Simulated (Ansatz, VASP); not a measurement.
## Al in VASP and in Ansatz

Contents of INCAR:

```
SYSTEM = Al
  AGGAC = 1.0
  AGGAX = 1.0
  ALDAC = 0.0
  ALDAX = 1.0
  ALGO = Normal
  EDIFF = 1E-7
  ENCUT = 520
  GGA = B5
  ISIF = 2
  ISMEAR = -1
  LASPH = .True.
  LCHARG = .False.
  LREAL = .False.
  LWAVE = .False.
  NBANDS = 8
  NELM = 60
  PREC = Accurate
  SIGMA = 0.1
```

The input KPOINTS:

```
k-points
0
Gamma
  15 15 15
  0 0 0
```

The input POSCAR:

```
Al
1.0
   -1.6785382339      1.6785382339      1.6785382339
    1.6785382339     -1.6785382339      1.6785382339
    1.6785382339      1.6785382339     -1.6785382339
Al
1
Direct
    0.0000000000      0.0000000000      0.0000000000
```

Input for Ansatz:

```yaml
crystal:
  lattice:
    - [-1.6785382339, 1.6785382339, 1.6785382339]
    - [1.6785382339, -1.6785382339, 1.6785382339]
    - [1.6785382339, 1.6785382339, -1.6785382339]
  atoms:
    - { symbol: Al, position: [0.0, 0.0, 0.0] }
hamiltonian:
  xc: blyp
  pseudopotentials:
    kind: paw
    azcp:
      Al: "pseudopotentials/Al.paw.azcp"
basis:
  ecutwfc: 420
  fft_grid_basis: typed
kpoints:
  mp_grid: { grid: [15, 15, 15], shift: [0, 0, 0] }
magnetization:
  spin_polarized: false
scf:
  occupations: { method: fermi_dirac, width: 0.1 }
  lower_state_search: "off"
output:
  stress: true
  write_density: true
  write_potential: true
  elf: true
  volumetric_format: npy
```

Alike in both runs: task single point; functional BLYP; k mesh 15 × 15 × 15; occupations fermi-dirac, width 0.1 eV; no spin polarisation.

|  | VASP | Ansatz |
| --- | --- | --- |
| version | VASP 6.6.1 | Ansatz 0.2.0 |
| potentials or method | VASP PAW PBE potentials, release 64 (Al) | plane waves (420 eV) with PAW, scalar-relativistic |
| plane-wave cutoff (eV) | 520 | 420 |
| valence electrons in the cell | 3 | 3 |

```tsv
	VASP	Ansatz	Ansatz less VASP
pressure (GPa)	-1.6	-1.7	-0.07
```

Caveats: the PAW data sets were made with another functional, which shifts forces and pressure a little (VASP).
